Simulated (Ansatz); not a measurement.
# Preparing AlN (P6_3mc) as a host crystal, part 2 of 3

Aim: the runs on the perfect crystal AlN (P6_3mc) that a defect calculation needs first.

Ansatz 0.2.0; plane-wave PAW DFT, PBEsol; relaxation of the host's cell and atoms; PAW set soft_1 (the session's first sound run).

So far. Step 3 (Dielectric tensors of the host): The principal values of the electronic dielectric tensor are 4.50, 4.50 and 4.73. The principal values of the static dielectric tensor are 8.20, 8.20 and 9.74.

## (4) Defect free supercell relaxed in its symmetry

This cell, the one that will hold the defects, is built from the relaxed host. Its coarser k-points can move the atoms a little, so it is relaxed from the symmetric sites, as the reference for the test of stability.

This step: plane-wave PAW DFT, PBEsol; relaxation of the defect-free supercell in its symmetry; PAW set soft_1 (Ansatz 0.2.0).

System of this step: AlN (P6_3mc). The cell holds 128 atoms: 64 Al and 64 N. Cell: a = 14.686 Å, b = 14.686 Å, c = 11.753 Å, α = 125.1°, β = 125.1°, γ = 94.5°.

pristine.symmetric/input.yaml

```yaml
crystal:
  lattice:
    - [-9.3408221251, 5.3929260535, 9.9673535922]
    - [9.3408221251, -5.3929260535, 9.9673535922]
    - [3.1136073087, 5.3929261684, -9.9673535922]
  atoms:
    - { symbol: Al, position: [0.2080918742, 0.0414252076, 0.0] }
    - { symbol: Al, position: [0.2080918742, 0.2914252076, 0.25] }
    - { symbol: Al, position: [0.4580918742, 0.0414252076, 0.25] }
    - { symbol: Al, position: [0.4580918742, 0.2914252076, 0.0] }
    - { symbol: Al, position: [0.1664252076, 0.0830918742, 0.25] }
    - { symbol: Al, position: [0.1664252076, 0.3330918742, 0.0] }
    - { symbol: Al, position: [0.4164252076, 0.0830918742, 0.0] }
    - { symbol: Al, position: [0.4164252076, 0.3330918742, 0.25] }
    - { symbol: "N", position: [0.0535747924, 0.1369081258, 0.25] }
    - { symbol: "N", position: [0.0535747924, 0.3869081258, 0.0] }
    - { symbol: "N", position: [0.3035747924, 0.1369081258, 0.0] }
    - { symbol: "N", position: [0.3035747924, 0.3869081258, 0.25] }
    - { symbol: "N", position: [0.0119081258, 0.1785747924, 0.0] }
    - { symbol: "N", position: [0.0119081258, 0.4285747924, 0.25] }
    - { symbol: "N", position: [0.2619081258, 0.1785747924, 0.25] }
    - { symbol: "N", position: [0.2619081258, 0.4285747924, 0.0] }
    - { symbol: Al, position: [0.2080918742, 0.0414252076, 0.5] }
    - { symbol: Al, position: [0.2080918742, 0.2914252076, 0.75] }
    - { symbol: Al, position: [0.4580918742, 0.0414252076, 0.75] }
    - { symbol: Al, position: [0.4580918742, 0.2914252076, 0.5] }
    - { symbol: Al, position: [0.1664252076, 0.0830918742, 0.75] }
    - { symbol: Al, position: [0.1664252076, 0.3330918742, 0.5] }
    - { symbol: Al, position: [0.4164252076, 0.0830918742, 0.5] }
    - { symbol: Al, position: [0.4164252076, 0.3330918742, 0.75] }
    - { symbol: "N", position: [0.0535747924, 0.1369081258, 0.75] }
    - { symbol: "N", position: [0.0535747924, 0.3869081258, 0.5] }
    - { symbol: "N", position: [0.3035747924, 0.1369081258, 0.5] }
    - { symbol: "N", position: [0.3035747924, 0.3869081258, 0.75] }
    - { symbol: "N", position: [0.0119081258, 0.1785747924, 0.5] }
    - { symbol: "N", position: [0.0119081258, 0.4285747924, 0.75] }
    - { symbol: "N", position: [0.2619081258, 0.1785747924, 0.75] }
    - { symbol: "N", position: [0.2619081258, 0.4285747924, 0.5] }
    - { symbol: Al, position: [0.2080918742, 0.5414252076, 0.0] }
    - { symbol: Al, position: [0.2080918742, 0.7914252076, 0.25] }
    - { symbol: Al, position: [0.4580918742, 0.5414252076, 0.25] }
    - { symbol: Al, position: [0.4580918742, 0.7914252076, 0.0] }
    - { symbol: Al, position: [0.1664252076, 0.5830918742, 0.25] }
    - { symbol: Al, position: [0.1664252076, 0.8330918742, 0.0] }
    - { symbol: Al, position: [0.4164252076, 0.5830918742, 0.0] }
    - { symbol: Al, position: [0.4164252076, 0.8330918742, 0.25] }
    - { symbol: "N", position: [0.0535747924, 0.6369081258, 0.25] }
    - { symbol: "N", position: [0.0535747924, 0.8869081258, 0.0] }
    - { symbol: "N", position: [0.3035747924, 0.6369081258, 0.0] }
    - { symbol: "N", position: [0.3035747924, 0.8869081258, 0.25] }
    - { symbol: "N", position: [0.0119081258, 0.6785747924, 0.0] }
    - { symbol: "N", position: [0.0119081258, 0.9285747924, 0.25] }
    - { symbol: "N", position: [0.2619081258, 0.6785747924, 0.25] }
    - { symbol: "N", position: [0.2619081258, 0.9285747924, 0.0] }
    - { symbol: Al, position: [0.2080918742, 0.5414252076, 0.5] }
    - { symbol: Al, position: [0.2080918742, 0.7914252076, 0.75] }
    - { symbol: Al, position: [0.4580918742, 0.5414252076, 0.75] }
    - { symbol: Al, position: [0.4580918742, 0.7914252076, 0.5] }
    - { symbol: Al, position: [0.1664252076, 0.5830918742, 0.75] }
    - { symbol: Al, position: [0.1664252076, 0.8330918742, 0.5] }
    - { symbol: Al, position: [0.4164252076, 0.5830918742, 0.5] }
    - { symbol: Al, position: [0.4164252076, 0.8330918742, 0.75] }
    - { symbol: "N", position: [0.0535747924, 0.6369081258, 0.75] }
    - { symbol: "N", position: [0.0535747924, 0.8869081258, 0.5] }
    - { symbol: "N", position: [0.3035747924, 0.6369081258, 0.5] }
    - { symbol: "N", position: [0.3035747924, 0.8869081258, 0.75] }
    - { symbol: "N", position: [0.0119081258, 0.6785747924, 0.5] }
    - { symbol: "N", position: [0.0119081258, 0.9285747924, 0.75] }
    - { symbol: "N", position: [0.2619081258, 0.6785747924, 0.75] }
    - { symbol: "N", position: [0.2619081258, 0.9285747924, 0.5] }
    - { symbol: Al, position: [0.7080918742, 0.0414252076, 0.0] }
    - { symbol: Al, position: [0.7080918742, 0.2914252076, 0.25] }
    - { symbol: Al, position: [0.9580918742, 0.0414252076, 0.25] }
    - { symbol: Al, position: [0.9580918742, 0.2914252076, 0.0] }
    - { symbol: Al, position: [0.6664252076, 0.0830918742, 0.25] }
    - { symbol: Al, position: [0.6664252076, 0.3330918742, 0.0] }
    - { symbol: Al, position: [0.9164252076, 0.0830918742, 0.0] }
    - { symbol: Al, position: [0.9164252076, 0.3330918742, 0.25] }
    - { symbol: "N", position: [0.5535747924, 0.1369081258, 0.25] }
    - { symbol: "N", position: [0.5535747924, 0.3869081258, 0.0] }
    - { symbol: "N", position: [0.8035747924, 0.1369081258, 0.0] }
    - { symbol: "N", position: [0.8035747924, 0.3869081258, 0.25] }
    - { symbol: "N", position: [0.5119081258, 0.1785747924, 0.0] }
    - { symbol: "N", position: [0.5119081258, 0.4285747924, 0.25] }
    - { symbol: "N", position: [0.7619081258, 0.1785747924, 0.25] }
    - { symbol: "N", position: [0.7619081258, 0.4285747924, 0.0] }
    - { symbol: Al, position: [0.7080918742, 0.0414252076, 0.5] }
    - { symbol: Al, position: [0.7080918742, 0.2914252076, 0.75] }
    - { symbol: Al, position: [0.9580918742, 0.0414252076, 0.75] }
    - { symbol: Al, position: [0.9580918742, 0.2914252076, 0.5] }
    - { symbol: Al, position: [0.6664252076, 0.0830918742, 0.75] }
    - { symbol: Al, position: [0.6664252076, 0.3330918742, 0.5] }
    - { symbol: Al, position: [0.9164252076, 0.0830918742, 0.5] }
    - { symbol: Al, position: [0.9164252076, 0.3330918742, 0.75] }
    - { symbol: "N", position: [0.5535747924, 0.1369081258, 0.75] }
    - { symbol: "N", position: [0.5535747924, 0.3869081258, 0.5] }
    - { symbol: "N", position: [0.8035747924, 0.1369081258, 0.5] }
    - { symbol: "N", position: [0.8035747924, 0.3869081258, 0.75] }
    - { symbol: "N", position: [0.5119081258, 0.1785747924, 0.5] }
    - { symbol: "N", position: [0.5119081258, 0.4285747924, 0.75] }
    - { symbol: "N", position: [0.7619081258, 0.1785747924, 0.75] }
    - { symbol: "N", position: [0.7619081258, 0.4285747924, 0.5] }
    - { symbol: Al, position: [0.7080918742, 0.5414252076, 0.0] }
    - { symbol: Al, position: [0.7080918742, 0.7914252076, 0.25] }
    - { symbol: Al, position: [0.9580918742, 0.5414252076, 0.25] }
    - { symbol: Al, position: [0.9580918742, 0.7914252076, 0.0] }
    - { symbol: Al, position: [0.6664252076, 0.5830918742, 0.25] }
    - { symbol: Al, position: [0.6664252076, 0.8330918742, 0.0] }
    - { symbol: Al, position: [0.9164252076, 0.5830918742, 0.0] }
    - { symbol: Al, position: [0.9164252076, 0.8330918742, 0.25] }
    - { symbol: "N", position: [0.5535747924, 0.6369081258, 0.25] }
    - { symbol: "N", position: [0.5535747924, 0.8869081258, 0.0] }
    - { symbol: "N", position: [0.8035747924, 0.6369081258, 0.0] }
    - { symbol: "N", position: [0.8035747924, 0.8869081258, 0.25] }
    - { symbol: "N", position: [0.5119081258, 0.6785747924, 0.0] }
    - { symbol: "N", position: [0.5119081258, 0.9285747924, 0.25] }
    - { symbol: "N", position: [0.7619081258, 0.6785747924, 0.25] }
    - { symbol: "N", position: [0.7619081258, 0.9285747924, 0.0] }
    - { symbol: Al, position: [0.7080918742, 0.5414252076, 0.5] }
    - { symbol: Al, position: [0.7080918742, 0.7914252076, 0.75] }
    - { symbol: Al, position: [0.9580918742, 0.5414252076, 0.75] }
    - { symbol: Al, position: [0.9580918742, 0.7914252076, 0.5] }
    - { symbol: Al, position: [0.6664252076, 0.5830918742, 0.75] }
    - { symbol: Al, position: [0.6664252076, 0.8330918742, 0.5] }
    - { symbol: Al, position: [0.9164252076, 0.5830918742, 0.5] }
    - { symbol: Al, position: [0.9164252076, 0.8330918742, 0.75] }
    - { symbol: "N", position: [0.5535747924, 0.6369081258, 0.75] }
    - { symbol: "N", position: [0.5535747924, 0.8869081258, 0.5] }
    - { symbol: "N", position: [0.8035747924, 0.6369081258, 0.5] }
    - { symbol: "N", position: [0.8035747924, 0.8869081258, 0.75] }
    - { symbol: "N", position: [0.5119081258, 0.6785747924, 0.5] }
    - { symbol: "N", position: [0.5119081258, 0.9285747924, 0.75] }
    - { symbol: "N", position: [0.7619081258, 0.6785747924, 0.75] }
    - { symbol: "N", position: [0.7619081258, 0.9285747924, 0.5] }
basis:
  ecutwfc: 420
  xc_grid: 2
hamiltonian:
  xc: pbesol
  pseudopotentials: { kind: paw, azcp: { folder: soft_1 }, xc_functional: pbe }
kpoints:
  mp_grid: { grid: [1, 1, 1] }
scf:
  occupations: { method: fermi_dirac, width: 0.01 }
  max_iter: 100
  lower_state_search: "off"
output:
  forces: true
relax:
  f_tol: 0.015
  max_steps: 60
  escape_saddle: false
checkpoint:
  write: "../pristine.symmetric.run"
  compress: false
  write_wavefunctions: false
  write_every: 100000
```

The run is started by

```sh
$ ansatz run input.yaml --threads 32 --pin off --max-ram 84787MiB --backend cuda --events-out ev --progress --plain --runs-dir out --max-vram 78GiB
```

Numbers of over 12 decimals in the logs are rounded to 6 here.

What it wrote:

```text
[...]
device memory: the entry about to start is reckoned to put 3.9 GiB on a device that reports 171.9 GiB free (of which the cap on the GPU budget leaves the run 78.0 GiB)
GPU FFT provider: cuFFT
GPU libraries: cuBLAS 13.8.1, cuFFT 12.4.0, cuSOLVER 12.3.2
GPU matrix products: emulated (plane waves: as basis.precision tells), large ones in fixed point in workspaces of 1.00 GiB
Crystal: 128 atoms, lattice volume = 1338.931 Å³
Basis set: ecut = 420 eV, 26161 PW (Γ), exchange–correlation on 200×200×160 points (8 copies of the dense FFT grid, shifted against one another)
Bands: 384, of which v1, the nominal top of the filled ones, is band 256 counted from 1 (255 counted from 0)
Symmetry: 128 space group operations
[...]
k-points: 1
[...]
GPU buffer pool allocated for 800000 grid points (all kernels)
GPU transforms: local potential and band sums: pruned to the plane-wave sphere, on 100×100×80
[...]
SCF iter   1: F=—  HF=-58067.939408 eV  |Δ(HF+E_count)|=         —  Δρ=1.31e-1  dr2=2.81e2  Hψ=1704
[...]
SCF iter   7: F=-57980.541176 eV  HF=-57980.541176 eV  |Δ(HF+E_count)|=   7.77e-6  Δρ=4.87e-6  dr2=2.40e-7  Hψ=900
SCF 1 converged in 7 iterations: F = -57980.541176 eV  dr2 = 2.40e-7
[...]
relax step   1: F+E_penalty+E_count = -57980.54117604 eV  Δ(F+E_penalty+E_count) = +0.000e0 eV  max|allowed force component| = 1.549e-2 eV/Å  Δτ_max = 0.0000 Å  (7 SCF iters, dr2 threshold 5.63e-6 eV, accepted)
[...]
SCF iter   6: F=-57980.542222 eV  HF=-57980.542222 eV  |Δ(HF+E_count)|=  6.40e-10  Δρ=5.66e-8  dr2=3.00e-11  Hψ=651
SCF 2 converged in 6 iterations: F = -57980.542222 eV  dr2 = 3.00e-11
relax step   2: F+E_penalty+E_count = -57980.54222247 eV  Δ(F+E_penalty+E_count) = -1.046e-3 eV  max|allowed force component| = 1.057e-2 eV/Å  Δτ_max = 0.0013 Å  (6 SCF iters, accepted)
SCF converged after 6 iterations
Free energy (F): -57980.542222 eV
[...]
Internal energy: -57980.542222 eV  (E = F + TS)
E sigma→0 (E₀):  -57980.542222 eV
Fermi energy:    9.092940 eV
[...]
--- Forces (eV/Å), atoms counted from 1 ---
  atom   1  Al    -0.00464506     0.00268183    -0.01056901
  atom   2  Al    -0.00464506     0.00268183    -0.01056901
  atom   3  Al    -0.00464506     0.00268183    -0.01056901
  atom   4  Al    -0.00464506     0.00268183    -0.01056901
  atom   5  Al     0.00464506    -0.00268183    -0.01056901
  atom   6  Al     0.00464506    -0.00268183    -0.01056901
  [... 122 more lines of this table ...]
  max |Σ_I F_I| component: 2.20e-6 eV/Å
--- Relaxed structure (2 steps of the walk, 2 accepted, 0 SCFs on fresh bases) ---
  F+E_penalty+E_count = -57980.54222247 eV   max|allowed force component| = 1.057e-2 eV/Å
  atoms:
    - { symbol: Al, position: [0.208036, 0.041466, -2.7755575615628914e-17] }
    - { symbol: Al, position: [0.208036, 0.291466, 0.250000] }
    - { symbol: Al, position: [0.458036, 0.041466, 0.250000] }
    - { symbol: Al, position: [0.458036, 0.291466, -6.938893903907228e-17] }
    - { symbol: Al, position: [0.166466, 0.083036, 0.250000] }
    - { symbol: Al, position: [0.166466, 0.333036, 2.7755575615628914e-17] }
  [... 122 more lines of this table ...]
```

It took 2.3 s on 1 × NVIDIA GB200 with 32 threads of Arm Neoverse V2, shared host; peak memory 1.1 GiB.

Hardly anything moved in the relaxation; the energy changed by under 0.2 meV an atom.

## (5) Defect free supercell relaxed from displaced atoms

This step: plane-wave PAW DFT, PBEsol; relaxation of the defect-free supercell from random displacements, a test of the host's stability; PAW set soft_1 (Ansatz 0.2.0).

pristine.rattled/input.yaml, as its differences from pristine.symmetric/input.yaml of step 4:

```diff
@@ -150,6 +150,6 @@
   f_tol: 0.015
-  max_steps: 60
-  escape_saddle: false
+  max_steps: 120
+  random_displacement: { amplitude: 0.06, seed: 5318 }
 checkpoint:
-  write: "../pristine.symmetric.run"
+  write: "../pristine.rattled.run"
   compress: false
```

What it wrote:

```text
[...]
Crystal: 128 atoms, lattice volume = 1338.931 Å³
Basis set: ecut = 420 eV, 26161 PW (Γ), exchange–correlation on 200×200×160 points (8 copies of the dense FFT grid, shifted against one another)
Bands: 384, of which v1, the nominal top of the filled ones, is band 256 counted from 1 (255 counted from 0)
Symmetry: 1 space group operations
k-points: 1
[...]
SCF iter   1: F=—  HF=-58064.481158 eV  |Δ(HF+E_count)|=         —  Δρ=1.32e-1  dr2=2.86e2  Hψ=1659
[...]
SCF iter   2: F=—  HF=-57980.372919 eV  |Δ(HF+E_count)|=    8.41e1  Δρ=4.53e-2  dr2=1.57e1  Hψ=862
[...]
SCF iter   7: F=-57975.737900 eV  HF=-57975.737901 eV  |Δ(HF+E_count)|=   1.32e-6  Δρ=1.44e-5  dr2=2.65e-6  Hψ=1110
SCF 1 converged in 7 iterations: F = -57975.737900 eV  dr2 = 2.65e-6
[...]
relax step   1: F+E_penalty+E_count = -57975.73790012 eV  Δ(F+E_penalty+E_count) = +0.000e0 eV  max|allowed force component| = 2.077e0 eV/Å  Δτ_max = 0.0000 Å  (7 SCF iters, dr2 threshold 5.63e-6 eV, accepted)
[...]
relax step   2: F+E_penalty+E_count = -57979.08023168 eV  Δ(F+E_penalty+E_count) = -3.342e0 eV  max|allowed force component| = 1.232e0 eV/Å  Δτ_max = 0.0568 Å  (6 SCF iters, dr2 threshold 1.00e-4 eV, accepted)
relax step   3: F+E_penalty+E_count = -57980.54225572 eV  Δ(F+E_penalty+E_count) = -1.462e0 eV  max|allowed force component| = 2.096e-2 eV/Å  Δτ_max = 0.0493 Å  (6 SCF iters, dr2 threshold 9.49e-5 eV, accepted)
relax step   4: F+E_penalty+E_count = -57980.54225949 eV  Δ(F+E_penalty+E_count) = -3.779e-6 eV  max|allowed force component| = 2.084e-2 eV/Å  Δτ_max = 0.0000 Å  (4 SCF iters, accepted)
relax step   5: F+E_penalty+E_count = -57980.52410075 eV  Δ(F+E_penalty+E_count) = +1.816e-2 eV  max|allowed force component| = 7.918e-2 eV/Å  Δτ_max = 0.0103 Å  (6 SCF iters, rejected (line search))
[...]
SCF iter   1: F=—  HF=-57980.551193 eV  |Δ(HF+E_count)|=         —  Δρ=1.17e-3  dr2=2.16e-2  Hψ=715
[...]
SCF iter   2: F=—  HF=-57980.545262 eV  |Δ(HF+E_count)|=   5.93e-3  Δρ=6.58e-4  dr2=6.52e-3  Hψ=442
[...]
SCF iter   6: F=-57980.542674 eV  HF=-57980.542674 eV  |Δ(HF+E_count)|=   1.33e-8  Δρ=2.50e-6  dr2=7.00e-8  Hψ=900
SCF 6 converged in 6 iterations: F = -57980.542674 eV  dr2 = 7.00e-8
[...]
relax step   6: F+E_penalty+E_count = -57980.54267396 eV  Δ(F+E_penalty+E_count) = -4.145e-4 eV  max|allowed force component| = 4.372e-3 eV/Å  Δτ_max = 0.0018 Å  (6 SCF iters, accepted)
SCF converged after 6 iterations
Free energy (F): -57980.542674 eV
[...]
Internal energy: -57980.542674 eV  (E = F + TS)
E sigma→0 (E₀):  -57980.542674 eV
Fermi energy:    9.094339 eV
[...]
--- Forces (eV/Å), atoms counted from 1 ---
  atom   1  Al    -0.00183181    -0.00339692     0.00031622
  atom   2  Al    -0.00192338    -0.00317583    -0.00000603
  atom   3  Al    -0.00025110    -0.00029144     0.00168835
  atom   4  Al     0.00145156    -0.00130183    -0.00019694
  atom   5  Al    -0.00005668     0.00096433     0.00034188
  atom   6  Al     0.00065633     0.00105598     0.00192136
  [... 122 more lines of this table ...]
  max |Σ_I F_I| component: 6.15e-6 eV/Å
--- Relaxed structure (6 steps of the walk, 5 accepted, 0 SCFs on fresh bases) ---
  F+E_penalty+E_count = -57980.54267396 eV   max|allowed force component| = 4.372e-3 eV/Å
  atoms:
    - { symbol: Al, position: [0.208184, 0.041092, 9.157502078874225e-5] }
    - { symbol: Al, position: [0.208184, 0.291096, 0.250097] }
    - { symbol: Al, position: [0.458163, 0.041068, 0.250069] }
    - { symbol: Al, position: [0.458180, 0.291086, 7.372218506007666e-5] }
    - { symbol: Al, position: [0.166607, 0.082625, 0.250057] }
    - { symbol: Al, position: [0.166607, 0.332625, 5.1003997988283145e-5] }
  [... 122 more lines of this table ...]
```

Wall time 5.9 s (1 × NVIDIA GB200 with 32 threads); peak memory 1.1 GiB; 21 s of CPU time.

Step by step:

| step | energy less that of the first step (eV) | largest force component (eV/Å) |
| --- | --- | --- |
| 1 | 0.0000 | 2.0766 |
| 2 | -3.3423 | 1.2322 |
| 3 | -4.8044 | 0.0210 |
| 4 | -4.8044 | 0.0208 |
| 5 | -4.7862 | 0.0792 |
| 6 | -4.8048 | 0.0044 |

Relaxation step 5 was tried and not accepted.

The relaxation ends 38 meV an atom lower than the displaced start, with a largest force component of 0.0044 eV/Å.

## (6) Host on a dense mesh

This step: plane-wave PAW DFT, PBEsol; single point of the defect-free host, a test of the k-point sampling; PAW set soft_1 (Ansatz 0.2.0).

System of this step: AlN (P6_3mc). The structure is hexagonal, space group P6_3mc (No. 186). The conventional cell has a = 3.114 Å, b = 3.114 Å, c = 4.984 Å, α = 90.00°, β = 90.00°, γ = 120.00°. Al has 4 N at 1.89 to 1.90 Å nearest. Nearest to N lie 4 Al at 1.89 to 1.90 Å. Farther neighbours and most contacts between anions are not listed.

dense/input.yaml

```yaml
crystal:
  lattice:
    - [3.1136073585, 2.87e-08, 0.0]
    - [-1.5568037041, 2.6964630555, 0.0]
    - [0.0, 0.0, 4.9836767961]
  atoms:
    - { symbol: Al, position: [0.6666666667, 0.3333333333, 0.4990341637] }
    - { symbol: Al, position: [0.3333333333, 0.6666666667, 0.9990341637] }
    - { symbol: "N", position: [0.6666666667, 0.3333333333, 0.8809658363] }
    - { symbol: "N", position: [0.3333333333, 0.6666666667, 0.3809658363] }
basis:
  ecutwfc: 420
  xc_grid: 2
hamiltonian:
  xc: pbesol
  pseudopotentials: { kind: paw, azcp: { folder: soft_1 }, xc_functional: pbe }
kpoints:
  mp_grid: { grid: [10, 10, 6] }
scf:
  occupations: { method: fermi_dirac, width: 0.01 }
  max_iter: 100
  lower_state_search: "off"
checkpoint:
  write: "../dense.run"
  compress: false
  write_wavefunctions: false
  write_every: 100000
```

What it wrote:

```text
[...]
GPU FFT provider: cuFFT
GPU libraries: cuBLAS 13.8.1, cuFFT 12.4.0, cuSOLVER 12.3.2
[...]
Crystal: 4 atoms, lattice volume = 41.842 Å³
Basis set: ecut = 420 eV, 809 PW (Γ), exchange–correlation on 48×48×72 points (8 copies of the dense FFT grid, shifted against one another)
Bands: 12, of which v1, the nominal top of the filled ones, is band 8 counted from 1 (7 counted from 0)
Symmetry: 12 space group operations
[...]
k-points: 56 of 600 (time reversal used)
[...]
GPU buffer pool allocated for 20736 grid points (all kernels)
[...]
SCF iter   1: F=—  HF=-1814.635047 eV  |Δ(HF+E_count)|=         —  Δρ=1.30e-1  dr2=8.74e0  Hψ=4193
[...]
SCF iter   6: F=-1811.925428 eV  HF=-1811.925428 eV  |Δ(HF+E_count)|=   6.65e-8  Δρ=5.92e-6  dr2=1.40e-8  Hψ=1355
SCF 1 converged in 6 iterations: F = -1811.925428 eV  dr2 = 1.40e-8
[...]
SCF converged after 6 iterations
Free energy (F): -1811.925428 eV
[...]
Internal energy: -1811.925428 eV  (E = F + TS)
E sigma→0 (E₀):  -1811.925428 eV
Fermi energy:    9.081922 eV
[...]
```

Elapsed: 1 s, on 1 × NVIDIA GB200 with 32 threads; peak memory 0.9 GiB.

[end of part 2 of 3]

[Logs are printed without paths, hosts, clocks, repeated set-up lines and the standing remarks that a program may print on its own settings, such as how far it seeks lower states.]

[Hosts, paths, dates, database ids (printed as entryN), source tags and the programs' standing remarks are cut or masked in the printed files.]

[Runs of the host that timed out are not shown.]

[For some hosts the program warned that the k-mesh of the response run may be too coarse for force constants and the static dielectric constant; such warnings are not always shown.]
